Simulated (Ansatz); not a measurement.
Two isomers of C7H8O: A = `Cc1ccccc1O`, B = `OCc1ccccc1`.

Calculated with Ansatz (gas phase, PBE0-D4/def2-TZVP geometries, no zero-point term in ΔE). CCSD(T)/CBS is the MP2 limit (def2-TZVPP, def2-QZVPP) plus CCSD(T) − MP2 in def2-TZVPP, frozen cores. DFT in def2-TZVPP. B3LYP here is the variant with VWN-RPA as its local correlation; programs differ in this. Each species was taken in one conformer, which may not be the lowest.

Q: Which isomer does CCSD(T)/CBS put lower? Give the gap. (Best estimate.)

A: Computed: A, by 6.8 kcal/mol.

Q: Give E(B) − E(A) in kcal/mol with CCSD(T)/def2-SVP, B2PLYP, CCSD(T)/def2-TZVPP, B3LYP-D4, CCSD/def2-TZVPP, BLYP-D4, MP2/def2-TZVPP. (An estimate is asked.)

A: Ansatz gave: CCSD(T)/def2-SVP 7.4, B2PLYP 7.2, CCSD(T)/def2-TZVPP 6.7, B3LYP-D4 7.7, CCSD/def2-TZVPP 6.3, BLYP-D4 8.0, MP2/def2-TZVPP 7.3. None reverses the order clearly.

Q: Does the order hold for the free energy at 298.15 K (harmonic terms from PBE0-D4)? (An estimate is asked.)

A: The calculation gave: Yes: G(B) − G(A) = +7.0 kcal/mol, for one conformer each. Modes under 60 cm⁻¹, often nearly free rotors, make the harmonic entropy too high.

Largest T1 diagnostic: 0.011.

In def2-TZVPP, CCSD(T) changes the Hartree–Fock value by +1.5 kcal/mol (the triples alone add +0.4 kcal/mol) and MP2 by +2.1 kcal/mol. Leaving LDA and LC-ωPBE aside and taking each functional with its dispersion term where it has one, the values, not all of them listed here, spread over 2.3 kcal/mol, from BHLYP-D4 to r2SCAN-D4. LDA lies +1.9 kcal/mol from PBE without D4.
